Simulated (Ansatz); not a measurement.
# TiTe2 (P-3m1) in Ansatz: further runs

The runs below take TiTe2 through relaxation of cell and atoms, single point, with LDA+U, PBEsol, RPBE+D3(BJ), PBE.

Everything below comes from runs of Ansatz 0.2.0. Logs are shortened: lines on timing, memory, paths and dates and some standing lists are left out, and cuts for length are marked.

**1. The structure**

It takes space group P-3m1 (No. 164, trigonal). The conventional cell has a = 3.777 Å, b = 3.777 Å, c = 6.498 Å, α = 90.00°, β = 90.00°, γ = 120.00°. Around Te (site symmetry 3m) lie 3 Ti at 2.77 Å. Ti (site symmetry -3m) is surrounded by 6 Te at 2.77 Å.

**2. Relaxation of cell and atoms, LDA+U**

File input.yaml:

```yaml
crystal:
  lattice:
    - [3.777, 0.0, 0.0]
    - [-1.8885, 3.2709779501, 0.0]
    - [0.0, 0.0, 6.498]
  atoms:
    - { symbol: Te, position: [0.3333333333, 0.6666666667, 0.7372] }
    - { symbol: Te, position: [0.6666666667, 0.3333333333, 0.2628] }
    - { symbol: Ti, position: [0.0, 0.0, 0.0] }
hamiltonian:
  xc: lda
  pseudopotentials: { kind: paw }
  hubbard: { sites: [{ species: Ti, l: d, u_eff: 6.2 }] }
kpoints:
  mp_grid: { grid: [8, 8, 4] }
scf:
  occupations: { method: fermi_dirac, width: 0.05 }
output:
  forces: true
  stress: true
relax:
  f_tol: 0.01
  max_steps: 40
  cell: { stress_tol: 0.05 }
```

Potentials or basis: Ansatz PAW.

The run is started by

```
$ ansatz run input.yaml --threads 2 --pin off --max-ram 5120MiB --backend cpu --events-out ev --progress --plain --runs-dir out
```

Log:

```text
Warning: RAYON_NUM_THREADS=2 ignored (pool sized by the plan → 2); use --threads N
Te: projections on atomic orbitals take those of the free atom [Kr] 4d10 5s2 5p4, of charge +0.00 (hamiltonian.pseudopotentials.projection_atoms); the dataset's partial waves leave at most 7.8e-6 of an orbital's norm unspanned inside its sphere
Ti: projections on atomic orbitals take those of the free atom [Ne] 3s2 3p6 3d2 4s2, of charge +0.00 (hamiltonian.pseudopotentials.projection_atoms); the dataset's partial waves leave at most 4.1e-7 of an orbital's norm unspanned inside its sphere
Engine: ansatz 0.2.0, aarch64-unknown-linux-gnu
Pseudopotentials: kind: paw
Pseudopotential: Te, paw, valence charge 16, recommended cutoff 420 eV (normal), Te.paw.azcp
Pseudopotential: Ti, paw, valence charge 12, recommended cutoff 420 eV (normal), Ti.paw.azcp
Functional definition: SPW92
  exchange = slater_x
  correlation = pw_c
Crystal: 3 atoms, lattice volume = 80.279 Å³
Basis set: ecut = 420 eV, 1581 PW (Γ)
Bands: 27, of which v1, the nominal top of the filled ones, is band 22 counted from 1 (21 counted from 0)
Symmetry: 12 space group operations
Space group: P-3m1 (ITA 164), of the structure as read, at distance tolerance 4.3e-5 Å
k-points: 35 of 256
Non-local potential: Te, projectors of the file, l = 0: 2, l = 1: 2, l = 2: 2, l = 3: 2
Non-local potential: Ti, projectors of the file, l = 0: 3, l = 1: 2, l = 2: 3, l = 3: 1
PAW form: soft (Blöchl's): semilocal exchange-correlation on the pseudo side does not see the compensation charge
PAW frozen core: Te, regenerated for the run's functional, and the local potential with it (the file was generated under x = pbe(κ = 0.804, μ = 0.2195149727645171), c = pbe(β = 0.06672455060314922))
PAW frozen core: Ti, regenerated for the run's functional, and the local potential with it (the file was generated under x = pbe(κ = 0.804, μ = 0.2195149727645171), c = pbe(β = 0.06672455060314922))
PAW one-centre angular grid: Te, 590 points (default); XC on 64 Gauss nodes
PAW one-centre angular grid: Ti, 590 points (default); XC on 64 Gauss nodes
Initial density: superposition of atomic densities (chi_scale 0.1, normalization cell, long waves of neutral atoms under a Hubbard term (reshape's long-wave potential 0.05 eV rms, cloud 2.98 Å wide))
Initial wavefunctions: pseudopotential atomic-orbital guess
Functional: x = slater, c = lda
SCF iter   1: F=—  HF=-16101.135247 eV  |F-HF|=—  |Δ(HF+E_count)|=         —  Δρ=3.35e-2  dr2=3.22e0  ethr=3.10e-3  ⟨swp⟩=6.1  Hψ=4544  notcnv=0
preconditioner: auto → Kerker (q_TF=auto, 2.468 Å⁻¹)  [metal: Δε(μ)=0.067 eV  Ē_g=6.205 eV  σ=0.050 eV  W_gap=0.31  n_scr=22 (ndim 8)  ℏωp=16.6 eV  f_vac=0.003  D(μ)=1.23/eV (n_scr^D=2)]
SCF iter   2: F=—  HF=-16101.172826 eV  |F-HF|=—  |Δ(HF+E_count)|=   3.76e-2  Δρ=2.30e-2  dr2=1.52e0  ethr=3.10e-3  ⟨swp⟩=2.2  Hψ=1340  notcnv=0
SCF iter   3: F=—  HF=-16101.246561 eV  |F-HF|=—  |Δ(HF+E_count)|=   7.37e-2  Δρ=6.83e-3  dr2=9.18e-2  ethr=3.10e-3  ⟨swp⟩=2.5  Hψ=1351  notcnv=0
SCF iter   4: F=—  HF=-16101.280234 eV  |F-HF|=—  |Δ(HF+E_count)|=   3.37e-2  Δρ=7.33e-3  dr2=7.75e-2  ethr=2.09e-4  ⟨swp⟩=3.0  Hψ=1540  notcnv=0
SCF iter   5: F=—  HF=-16101.272838 eV  |F-HF|=—  |Δ(HF+E_count)|=   7.40e-3  Δρ=3.53e-3  dr2=1.53e-2  ethr=1.76e-4  ⟨swp⟩=2.9  Hψ=1486  notcnv=0
SCF iter   6: F=—  HF=-16101.273113 eV  |F-HF|=—  |Δ(HF+E_count)|=   2.75e-4  Δρ=2.13e-3  dr2=7.67e-3  ethr=3.47e-5  ⟨swp⟩=2.3  Hψ=1259  notcnv=0
SCF iter   7: F=—  HF=-16101.272969 eV  |F-HF|=—  |Δ(HF+E_count)|=   1.44e-4  Δρ=6.27e-4  dr2=6.22e-4  ethr=1.74e-5  ⟨swp⟩=2.0  Hψ=1110  notcnv=0
SCF iter   8: F=—  HF=-16101.273042 eV  |F-HF|=—  |Δ(HF+E_count)|=   7.26e-5  Δρ=4.08e-4  dr2=1.92e-4  ethr=1.41e-6  ⟨swp⟩=2.1  Hψ=1354  notcnv=0
SCF iter   9: F=—  HF=-16101.273020 eV  |F-HF|=—  |Δ(HF+E_count)|=   2.12e-5  Δρ=5.59e-5  dr2=3.50e-6  ethr=4.37e-7  ⟨swp⟩=1.7  Hψ=981  notcnv=0
[... 74 lines left out ...]
SCF iter   4: F=—  HF=-16101.352313 eV  |F-HF|=—  |Δ(HF+E_count)|=   3.01e-6  Δρ=9.14e-6  dr2=5.20e-8  ethr=1.10e-9  ⟨swp⟩=1.5  Hψ=1017  notcnv=0
SCF iter   5: F=—  HF=-16101.352313 eV  |F-HF|=—  |Δ(HF+E_count)|=   3.71e-8  Δρ=1.53e-6  dr2=2.33e-9  ethr=1.18e-10  ⟨swp⟩=2.2  Hψ=1187  notcnv=0
SCF iter   6: F=—  HF=-16101.352313 eV  |F-HF|=—  |Δ(HF+E_count)|=   2.33e-9  Δρ=1.02e-6  dr2=1.59e-9  ethr=5.30e-12  ⟨swp⟩=2.1  Hψ=1717  notcnv=0
SCF iter   7: F=-16101.352313 eV  HF=-16101.352313 eV  |F-HF|=3.64e-12  |Δ(HF+E_count)|=  3.09e-11  Δρ=1.79e-7  dr2=1.55e-11  ethr=1.00e-12  ⟨swp⟩=5.9  Hψ=4532  notcnv=0
SCF 7 converged in 7 iterations: F = -16101.352313 eV  dr2 = 1.55e-11
relax step   7: F+E_penalty+E_count = -16101.35231268 eV  Δ(F+E_penalty+E_count) = -1.571e-3 eV  max|allowed force component| = 1.919e-3 eV/Å  Δτ_max = 0.0000 Å  P = +0.032 GPa  Ω = 85.317 Å³  stress off target by 4.11e-2 GPa  SCF on the basis re-selected at this cell (its energy is not comparable with the rows above)  (7 SCF iters)
basis re-selected at this cell: Δ(F+E_penalty+E_count) = -1.571e-3 eV, ΔP = +0.016 GPa vs the last step (what re-selecting the basis moved, of the pressure what is left beyond the Pulay correction that the steps carried, after the strain that the cell walked since its last selection, with what the two solves' SCF thresholds leave and, on support functions, any second-order correction that the steps lacked; it is no measure of the basis error at this ecutwfc). This SCF's stress stands 4.11e-2 GPa from its target on what of the cell is left free (relax.cell.stress_tol is 5.00e-2 GPa) and its largest allowed force component is 1.92e-3 eV/Å (relax.f_tol is 1.00e-2 eV/Å): within both
SCF converged after 7 iterations
Free energy (F): -16101.352313 eV
Harris-Foulkes:  -16101.352313 eV  (|F-HF|=3.64e-12)
Internal energy: -16101.350855 eV  (E = F + TS)
E sigma→0 (E₀):  -16101.351584 eV
Entropy (-TS):   -0.001458 eV (-0.486 meV/atom)
Fermi energy:    10.080702 eV
--- Per-component energies (eV) ---
  E_band       = -713.461327
  E_kinetic    = 633.700297
  E_local      = -3608.556291  (includes V_loc(G=0)·N_el)
  E_nonlocal   = -597.978050
  E_hartree    = 2062.569766
  E_xc         = -344.365538
  E_vxc        = -331.351596  (∫ρ·V_xc dr)
  E_hubbard    = 4.295283  (on-site DFT+U / exact-exchange correction)
  E_vhub       = 0.936683  (the Hubbard potential's part of the band-sum identity)
  E_paw        = -10018.293714  (= ΣΔE_a)
  E_vpaw       = -935.351658  (= ΣTr[D̂ρ^β])
  E_aug_tail   = -0.000313  (compensation charges beyond the density's cutoff)
  E_ewald      = -4234.405568
  E_core_change = 1.683273  (= ΣΔE_core)
  E_smearing   = -0.001458  (= −TS)
  E_closure    = -0.000000  (closes the sum)
  Σ components = -16101.352313   (vs F -16101.352313, Δ=0.00e0)
--- Forces (eV/Å), atoms counted from 1 ---
  atom   1  Te    -0.00000000    -0.00000000    -0.00191946
  atom   2  Te     0.00000000     0.00000000     0.00191946
  atom   3  Ti    -0.00000000     0.00000000     0.00000000
  max |Σ_I F_I| component: 1.73e-18 eV/Å
--- Stress (GPa, compression-positive) ---
        0.041138      -0.000000       0.000000
       -0.000000       0.041138       0.000000
        0.000000       0.000000       0.012432
  P = ⅓ Tr σ = 0.0316 GPa (0.316 kbar)
Occupation matrices written to <dir>
--- Relaxed structure (6 steps of the walk, 6 accepted, 1 SCFs on fresh bases) ---
  F+E_penalty+E_count = -16101.35231268 eV   max|allowed force component| = 1.919e-3 eV/Å   (the final SCF, on the basis selected at the relaxed cell)
  cell:  # Å, volume = 85.3170 Å³
    - [3.9391150223045046, -1.1241599495442575e-33, 9.682286005366237e-18]
    - [-1.9695575111522523, 3.411373677744607, -4.841143002683118e-18]
    - [1.6657530967119505e-17, 1.2883157345860735e-49, 6.349031664058738]
  atoms:
    - { symbol: Te, position: [0.3333333333333333, 0.6666666666666666, 0.7418237072917439] }
    - { symbol: Te, position: [0.6666666666666666, 0.3333333333333333, 0.25817629270825626] }
    - { symbol: Ti, position: [-7.327360725885357e-35, 1.492427495066698e-35, 0.0] }
```

It took 15 s on 2 threads of Arm Neoverse V2, shared host; peak memory 0.44 GiB.

What came out:

* Free energy: -16101.3523 eV
* Relaxed volume: 28.44 Å³/atom
* Relaxed cell: a = 3.939 Å, b = 3.939 Å, c = 6.349 Å, α = 90.00°, β = 90.00°, γ = 120.00°
* Space group after relaxing (to 0.05 Å): P-3m1 (No. 164)
* Energy gained by relaxing: 26.4 meV/atom
* Ionic steps: 7
* Pressure after relaxing: 0.0 GPa

Step by step:
| step | energy change (eV) | largest force (eV/Å) | volume (Å³) |
| --- | --- | --- | --- |
| 1 | 0.0000 | 0.0430 | 80.28 |
| 2 | -0.0635 | 0.1960 | 88.68 |
| 3 | -0.0748 | 0.0804 | 86.70 |
| 4 | -0.0770 | 0.0217 | 85.88 |
| 5 | -0.0777 | 0.0039 | 85.32 |
| 6 | -0.0777 | 0.0021 | 85.32 |
| 7 | -0.0793 | 0.0019 | 85.32 |

Final structure:
```cif
data_structure
_symmetry_space_group_name_H-M 'P 1'
_symmetry_Int_Tables_number 1
_cell_length_a 3.9391
_cell_length_b 3.9391
_cell_length_c 6.3490
_cell_angle_alpha 90.000
_cell_angle_beta 90.000
_cell_angle_gamma 120.000
_cell_volume 85.32
loop_
_atom_site_label
_atom_site_type_symbol
_atom_site_fract_x
_atom_site_fract_y
_atom_site_fract_z
_atom_site_occupancy
Te1 Te 0.33333 0.66667 0.74182 1
Te2 Te 0.66667 0.33333 0.25818 1
Ti1 Ti 0.00000 0.00000 0.00000 1
```

Eigenvalues of the final occupation matrices:
| site | spin | trace | eigenvalues |
| --- | --- | --- | --- |
| site 1 | 1 | 1.23 | 0.06 0.07 0.07 0.51 0.51 |

Caveat: the plane-wave basis is chosen anew once the cell has moved, so the energies of steps on either side of that aren't comparable; the PAW data sets come from PBE, with cores solved anew for the run's functional, which leaves a small shift of forces and pressure; the U is typed as a test and isn't derived for this compound.

**3. Relaxation of cell and atoms, PBEsol**

input.yaml, as its differences from that of step 2:

```diff
@@ -10,5 +10,4 @@
 hamiltonian:
-  xc: lda
+  xc: pbesol
   pseudopotentials: { kind: paw }
-  hubbard: { sites: [{ species: Ti, l: d, u_eff: 6.2 }] }
 kpoints:
@@ -20,2 +19,6 @@
   stress: true
+  write_density: true
+  write_potential: true
+  elf: true
+  volumetric_format: npy
 relax:
```

Potentials or basis: Ansatz PAW.

The run is started by

```
$ ansatz run input.yaml --threads 2 --pin off --max-ram 5120MiB --backend cpu --events-out ev --progress --plain --runs-dir out
```

Wall time 11 s (2 threads of Arm Neoverse V2, shared host); peak memory 0.41 GiB.

It converged, with:

- Free energy: -16279.0902 eV
- Relaxed volume: 25.40 Å³/atom
- Relaxed cell: a = 3.706 Å, b = 3.706 Å, c = 6.407 Å, α = 90.00°, β = 90.00°, γ = 120.00°
- Space group after relaxing (to 0.05 Å): P-3m1 (No. 164)
- Energy gained by relaxing: 9.0 meV/atom
- Ionic steps: 6
- Pressure after relaxing: 0.0 GPa
- Largest force after relaxing: 0.004 eV/Å
- Band gap on the k mesh: none (metal or under the smearing width)

Forces on the atoms (eV/Å):
```
Te   0.000  0.000  0.004
Te   0.000  0.000 -0.004
Ti   0.000  0.000  0.000
```

Step by step:
```
step  energy change (eV)  largest force (eV/Å)  volume (Å³)
   1              0.0000                0.1278        80.28
   2             -0.0035                0.0997        72.66
   3             -0.0243                0.1453        76.88
   4             -0.0275                0.0007        76.37
   5             -0.0276                0.0040        76.20
   6             -0.0269                0.0039        76.20
```

Final structure:
```xyz
3
Lattice="3.7058 0.0000 0.0000 -1.8529 3.2093 0.0000 0.0000 0.0000 6.4067" Properties=species:S:1:pos:R:3 pbc="T T T"
Te    0.0000    2.1396    4.6906
Te    1.8529    1.0698    1.7160
Ti    0.0000    0.0000    0.0000
```

Levels at points of the mesh, in eV from the Fermi level:
```
             k point  band 18  band 19  band 20  band 21  band 22  band 23  band 24  band 25  band 26  band 27
  (0.00, 0.00, 0.00)    -1.61    -1.61     0.27     0.45     0.45     0.70     1.28     1.28     3.20     3.20
 (0.00, 0.00, -0.50)    -2.92    -1.52    -1.52     0.44     0.44     0.89     0.89     1.10     3.72     3.72
 (0.00, -0.50, 0.00)    -3.88    -2.87    -2.50    -1.72    -1.12    -0.01     1.29     1.64     2.47     3.57
(0.00, -0.50, -0.50)    -4.84    -2.53    -2.05    -0.93    -0.47    -0.37     1.29     1.62     2.69     3.75
```

Caveat: the plane-wave basis is chosen anew once the cell has moved, so the energies of steps on either side of that aren't comparable; this functional lacks dispersion, which binds the layers, so the pressure and a relaxed spacing across them are unreliable; the PAW data sets come from PBE, with cores solved anew for the run's functional, which leaves a small shift of forces and pressure.

**4. Relaxation of cell and atoms, RPBE+D3(BJ)**

input.yaml, as its differences from that of step 3:

```diff
@@ -10,4 +10,5 @@
 hamiltonian:
-  xc: pbesol
+  xc: rpbe
   pseudopotentials: { kind: paw }
+  dispersion: d3bj
 kpoints:
@@ -19,6 +20,2 @@
   stress: true
-  write_density: true
-  write_potential: true
-  elf: true
-  volumetric_format: npy
 relax:
```

The run is started by

```
$ ansatz run input.yaml --threads 2 --pin off --max-ram 5120MiB --backend cpu --events-out ev --progress --plain --runs-dir out
```

Run time: 12 s. Hardware: 2 threads of Arm Neoverse V2, shared host; peak memory 0.41 GiB.

Results (log left out):

```yaml
Free_energy: -16492.6715 eV
Relaxed_volume: 18.17 Å³/atom
Relaxed_cell: a = 3.239 Å, b = 3.239 Å, c = 5.999 Å, α = 90.00°, β = 90.00°, γ = 120.00°
Space_group_after_relaxing_to_0.05_Å: P-3m1 (No. 164)
Energy_gained_by_relaxing: 664.9 meV/atom
Ionic_steps: 8
Pressure_after_relaxing: 0.0 GPa
```

Step by step:
| step | energy change (eV) | largest force (eV/Å) | volume (Å³) |
| --- | --- | --- | --- |
| 1 | 0.0000 | 0.5028 | 80.28 |
| 2 | -0.8831 | 0.9379 | 70.06 |
| 3 | -1.7107 | 0.7308 | 60.86 |
| 4 | -1.8870 | 1.3607 | 52.50 |
| 5 | -1.9924 | 0.1757 | 54.30 |
| 6 | -1.9995 | 0.0378 | 54.63 |
| 7 | -1.9997 | 0.0021 | 54.51 |
| 8 | -1.9948 | 0.0016 | 54.51 |

Final structure:
```
Te Ti
1.0
     3.23939    0.00000    0.00000
    -1.61970    2.80540    0.00000
     0.00000    0.00000    5.99854
Te Ti
2 1
Direct
  0.33333 0.66667 0.69913
  0.66667 0.33333 0.30087
  0.00000 0.00000 0.00000
```

Caveat: the volume moved by over 15 % at a fixed basis, so the end points are rough; the plane-wave basis is chosen anew once the cell has moved, so the energies of steps on either side of that aren't comparable; the volume moved by -32 % from the deposited cell, more than functionals usually miss; the PAW data sets come from PBE, with cores solved anew for the run's functional, which leaves a small shift of forces and pressure. Spin-orbit coupling is left out, which matters for the levels of Te.

**5. Single point, PBE**

input.yaml, as its differences from that of step 4:

```diff
@@ -10,7 +10,6 @@
 hamiltonian:
-  xc: rpbe
+  xc: pbe
   pseudopotentials: { kind: paw }
-  dispersion: d3bj
 kpoints:
-  mp_grid: { grid: [8, 8, 4] }
+  mp_grid: { grid: [6, 6, 3] }
 scf:
@@ -20,5 +19,2 @@
   stress: true
-relax:
-  f_tol: 0.01
-  max_steps: 40
-  cell: { stress_tol: 0.05 }
+  eigenvalues: true
```

The run is started by

```
$ ansatz run input.yaml --threads 2 --pin off --max-ram 5120MiB --backend cpu --events-out ev --progress --plain --runs-dir out
```

Run time: 1 s. Hardware: 2 threads of Arm Neoverse V2, shared host; peak memory 0.36 GiB.

It converged, with:

| Quantity | Value |
| --- | --- |
| Free energy | -16461.6742 eV |
| Pressure | 0.8 GPa |
| Largest force | 0.049 eV/Å |
| Band gap on the k mesh | none (metal or under the smearing width) |

Forces on the atoms (eV/Å):
```
Te   0.000  0.000  0.049
Te   0.000  0.000 -0.049
Ti   0.000  0.000  0.000
```

Levels at points of the mesh, in eV from the Fermi level:
```csv
k point,band 19,band 20,band 21,band 22,band 23,band 24,band 25,band 26
"(0.00, 0.00, 0.00)",-1.67,0.36,0.41,0.41,0.55,1.06,1.06,3.06
"(0.00, -0.50, 0.00)",-2.73,-2.40,-1.75,-1.14,0.03,1.17,1.50,2.42
```

Caveat: this functional lacks dispersion, which binds the layers, so the pressure and a relaxed spacing across them are unreliable.

**6. The runs side by side**

```tsv
task	level	U	cell	k mesh	hubbard projectors	double counting	gap on the mesh (eV)	pressure (GPa)	relaxed volume (Å³/atom)
relaxation of cell and atoms	LDA+U	Ti d U = 6.2 eV	relaxed	8 × 8 × 4	ortho-atomic (the default)	fll (the default)	-	0.0	28.44
relaxation of cell and atoms	PBEsol	-	relaxed	8 × 8 × 4	-	-	none	0.0	25.40
relaxation of cell and atoms	RPBE+D3(BJ)	-	relaxed	8 × 8 × 4	-	-	-	0.0	18.17
single point	PBE	-	as given	6 × 6 × 3	-	-	none	0.8	-
```

Alike in all rows: potentials or basis Ansatz PAW; no spin polarisation; cutoff (eV) 420; smearing fermi-dirac 0.05 eV.

Caveats: the plane-wave basis is chosen anew once the cell has moved, so the energies of steps on either side of that aren't comparable (some runs); the PAW data sets come from PBE, with cores solved anew for the run's functional, which leaves a small shift of forces and pressure (some runs); this functional lacks dispersion, which binds the layers, so the pressure and a relaxed spacing across them are unreliable (some runs); the U is typed as a test and isn't derived for this compound (some runs); the volume moved by over 15 % at a fixed basis, so the end points are rough (some runs); the volume moved by -32 % from the deposited cell, more than functionals usually miss (some runs).

Absolute energies hang on the potentials; compare differences alone.
